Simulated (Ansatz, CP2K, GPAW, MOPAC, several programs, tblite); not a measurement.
## What each method gives for CaSe (CsCl type)

CaSe built on the CsCl prototype, relaxed with r2SCAN in Ansatz, was computed with several methods. The symmetry is Pm-3m (No. 221, cubic); conventional cell a = 3.635 Å, 24.01 Å³ an atom. Ca is surrounded by 8 Se at 3.15 Å; Se is surrounded by 8 Ca at 3.15 Å. (Calculated; spin-unpolarised; the phase may be known or hypothetical.)

Space group Pm-3m (No. 221). a = 3.635 Å, b = 3.635 Å, c = 3.635 Å, α = 90.00°, β = 90.00°, γ = 90.00°
```
atom  site  symmetry       x       y       z
  Ca    1a      m-3m  0.0000  0.0000  0.0000
  Se    1b      m-3m  0.5000  0.5000  0.5000
```

Gaps and times are for a single point on this cell; volume and bulk modulus come from each method's own relaxation or energy curve at fixed shape. Times are rough, from shared hosts (Arm Neoverse V1), and each method has its own mesh and cell size. A dagger marks a closed or tiny gap in a crystal that DFT finds insulating: a failure of the method or a wrong SCF state. PM7 (MOPAC): levels, charges or heat of formation failed a check of plausibility, so no values are given. A star marks a curve whose lowest point is an end point. PM6 (MOPAC), PM7 (MOPAC), GFN1-xTB (tblite), GFN2-xTB (tblite) treat a cluster of cells at its zone centre, which samples few k points: where these miss a band edge, the gap comes out too large for that reason alone. Gaps from k meshes are read at a limited set of points (mesh, symmetry points, PBE's band edges), so each method's own least gap may be somewhat smaller. xTB and the PM methods were fitted mostly to molecules, and can miss a solid's gap by electronvolts. Minimal bases can be far off for gaps. d marks a direct gap, i an indirect one (no mark: not told apart), a dash a value that wasn't computed or didn't pass its checks.

```json
{"method": "light PBE (260 eV and a coarse mesh)", "kind": "light plane-wave", "gap (eV)": "0.75 d", "own volume (Å³/atom)": "–", "bulk modulus (GPa)": "–", "atoms computed": "2", "processor time": "0.77 s"}
{"method": "PM7 (MOPAC)", "kind": "semi-empirical", "gap (eV)": "–", "own volume (Å³/atom)": "–", "bulk modulus (GPa)": "–", "atoms computed": "54", "processor time": "2.3 s"}
{"method": "PBE", "kind": "semilocal", "gap (eV)": "0.77 d", "own volume (Å³/atom)": "24.34", "bulk modulus (GPa)": "51", "atoms computed": "2", "processor time": "2.5 s"}
{"method": "PM6 (MOPAC)", "kind": "semi-empirical", "gap (eV)": "1.58", "own volume (Å³/atom)": "–", "bulk modulus (GPa)": "–", "atoms computed": "54", "processor time": "3.9 s"}
{"method": "PBE/SZV (CP2K)", "kind": "small basis", "gap (eV)": "0.45 d", "own volume (Å³/atom)": "–", "bulk modulus (GPa)": "–", "atoms computed": "2", "processor time": "4 s"}
{"method": "GFN1-xTB (tblite)", "kind": "tight binding", "gap (eV)": "0.00†", "own volume (Å³/atom)": "21.33*", "bulk modulus (GPa)": "68*", "atoms computed": "54", "processor time": "4.8 s"}
{"method": "GFN2-xTB (tblite)", "kind": "tight binding", "gap (eV)": "2.05", "own volume (Å³/atom)": "–", "bulk modulus (GPa)": "–", "atoms computed": "54", "processor time": "5.6 s"}
{"method": "r2SCAN", "kind": "semilocal", "gap (eV)": "1.24 d", "own volume (Å³/atom)": "24.01", "bulk modulus (GPa)": "55", "atoms computed": "2", "processor time": "6 s"}
{"method": "PBE/DZVP (CP2K)", "kind": "small basis", "gap (eV)": "0.70 d", "own volume (Å³/atom)": "24.78", "bulk modulus (GPa)": "50", "atoms computed": "2", "processor time": "8.9 s"}
{"method": "PBE/single zeta (GPAW)", "kind": "small basis", "gap (eV)": "0.78 d", "own volume (Å³/atom)": "–", "bulk modulus (GPa)": "–", "atoms computed": "2", "processor time": "16 s"}
```

Against r2SCAN (1.24 eV) and with closed or daggered gaps left aside, the nearest gap at the points sampled is that of PM6 (MOPAC) (+0.34 eV) and the farthest that of GFN2-xTB (tblite) (+0.81 eV). r2SCAN is only a yardstick of convenience: semilocal gaps usually lie below measured ones, which GLLB-SC and hybrids aim to mend.

Volumes against r2SCAN's: PBE +1.4 %, PBE/DZVP (CP2K) +3.2 %.

Runs without a result: GLLB-SC (GPAW) (single point).

Spin-orbit coupling is left out.
